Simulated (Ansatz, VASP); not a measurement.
# GaN in VASP and in Ansatz

```
CELL_PARAMETERS angstrom
0.00000 2.19467 2.19467
2.19467 0.00000 2.19467
2.19467 2.19467 0.00000
ATOMIC_POSITIONS crystal
Ga 0.00000 0.00000 0.00000
N 0.25000 0.25000 0.25000
```

Alike in both runs: functional LDA; k mesh 10 × 10 × 10; no spin polarisation.

Ansatz relaxed the structure, and its values are those at the end. VASP's run is a single point on that final structure, the one shown.

|  | VASP | Ansatz |
| --- | --- | --- |
| version | VASP 6.6.1 | Ansatz 0.2.0 |
| potentials or method | VASP PAW LDA potentials, release 64 (Ga_d, N) | PAW with Ansatz's default frozen-core files, scalar-relativistic |
| plane-wave cutoff (eV) | 520 | 420 |
| occupations | gaussian, width 0.01 eV | fixed |
| valence electrons in the cell | 18 | 18 |

Ansatz gave:

| Quantity | Value |
| --- | --- |
| pressure (GPa) | 10.0 |

Task: Estimate VASP's values.

Result: Pressure (GPa): 11.3.
